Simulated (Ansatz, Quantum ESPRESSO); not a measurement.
This is a calculation of SnSe2 for Ansatz 0.2.0. Atoms were shifted at random by some hundredths of an Å from the given cell, which wasn't relaxed again for these runs. 

Contents of input.yaml:

```yaml
crystal:
  lattice:
    - [3.811, 0.0, 0.0]
    - [-1.9055, 3.3004228138, 0.0]
    - [0.0, 0.0, 6.136]
  atoms:
    - { symbol: Sn, position: [-0.003073, -0.004042, -0.001879] }
    - { symbol: Se, position: [0.668986, 0.342353, 0.749469] }
    - { symbol: Se, position: [0.33318, 0.668456, 0.253169] }
hamiltonian:
  xc: pbe
  pseudopotentials: { kind: paw }
kpoints:
  mp_grid: { grid: [8, 8, 5] }
scf:
  occupations: { method: fermi_dirac, width: 0.05 }
output:
  forces: true
  stress: true
  eigenvalues: true
  write_density: true
  write_potential: true
  elf: true
  volumetric_format: npy
```

Potentials or basis: Ansatz PAW.

The run is started by

```sh
$ ansatz run input.yaml --threads 1 --pin off --max-ram 3584MiB --backend cpu --events-out ev --progress --plain --runs-dir out
```

What does the same run look like in Quantum ESPRESSO 7.5? Potentials or basis there: SSSP 1.3 efficiency PBE, cutoff 816 eV.

As run (cutoffs and basis follow the program's own potentials, and thresholds, step limits or extra output files can differ):

The input pw.in:

```
&CONTROL
  calculation = 'scf'
  prefix = 'pwscf'
  outdir = './tmp'
  pseudo_dir = './pseudo'
  tprnfor = .true.
  tstress = .true.
  disk_io = 'nowf'
/
&SYSTEM
  ibrav = 0
  nat = 3
  ntyp = 2
  ecutwfc = 60
  ecutrho = 480
  nbnd = 20
  occupations = 'smearing'
  smearing = 'fd'
  degauss = 0.00367493
/
&ELECTRONS
  conv_thr = 6d-10
  electron_maxstep = 120
  mixing_beta = 0.5
/
ATOMIC_SPECIES
Sn   118.7100 Sn_pbe_v1.uspp.F.UPF
Se    78.9710 Se_pbe_v1.uspp.F.UPF
CELL_PARAMETERS angstrom
   3.8110000000    0.0000000000    0.0000000000
  -1.9055000000    3.3004228138    0.0000000000
   0.0000000000    0.0000000000    6.1360000000
ATOMIC_POSITIONS crystal
Sn    -0.0030730000   -0.0040420000   -0.0018790000
Se     0.6689860000    0.3423530000    0.7494690000
Se     0.3331800000    0.6684560000    0.2531690000
K_POINTS automatic
8 8 5 0 0 0
```

Potentials or basis: SSSP 1.3 efficiency PBE.

Run with:

```console
$ OMP_NUM_THREADS=1 pw.x -in pw.in > pw.out
```

Both were run:

|  | Ansatz | Quantum ESPRESSO |
| --- | --- | --- |
| Pressure | 4.9 GPa | 5.0 GPa |
| Largest force | 0.789 eV/Å | 0.812 eV/Å |
| Energy over the undisturbed cell | -5.7 meV/atom | -5.9 meV/atom |

Ansatz's pressure holds a Pulay term of +0.04 GPa for its cutoff of 420 eV, which the other run lacks.

The potentials hold 46 and 26 valence electrons a cell.

Where Ansatz's input types no cutoff or centring, it takes its own default and a Γ-centred mesh.

The undisturbed cell isn't at this level's minimum, so the move can lower the energy.

Pressure is positive in compression.
